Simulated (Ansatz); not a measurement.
## Questions on the electronic state of SrVO₃

SrVO₃ is taken as a test cell of our own (not relaxed), 5 atoms in the cell.

```
Sr V O
1.0
     3.84000    0.00000    0.00000
     0.00000    3.84000    0.00000
     0.00000    0.00000    3.84000
Sr V O
1 1 3
Cartesian
  0.0000 0.0000 0.0000
  1.9200 1.9200 1.9200
  1.8798 1.8129 -0.0363
  1.9200 0.0000 1.9200
  0.0000 1.9200 1.9200
```

Atoms are numbered from 1 in the order listed.

The calculation used DFT, PBE+U, norm-conserving potentials, plane waves, scalar-relativistic in Ansatz development build ahead of 0.2.0.

```
Hubbard term (Dudarev form) : U − J = 3 eV on V d
Plane-wave cutoff           : 1240 eV
k-point mesh                : spacing 0.4 per Å
Occupations                 : Fermi–Dirac smearing, 0.1 eV
```

Site moments are integrals over atomic spheres and don't add up to the total.

A static U favours moments and orbital order; the result depends on U and need not be the measured state. With one magnetic atom in the cell its copies can only be parallel; orders in a larger cell may lie lower.

“Lowest” means lowest among the runs made in this cell. No run without spin polarisation was made.

Predict the lowest-energy solution among 3 converged runs.

Spin-polarised, site moments V2 0.90 μB, total 1.00 μB per cell.
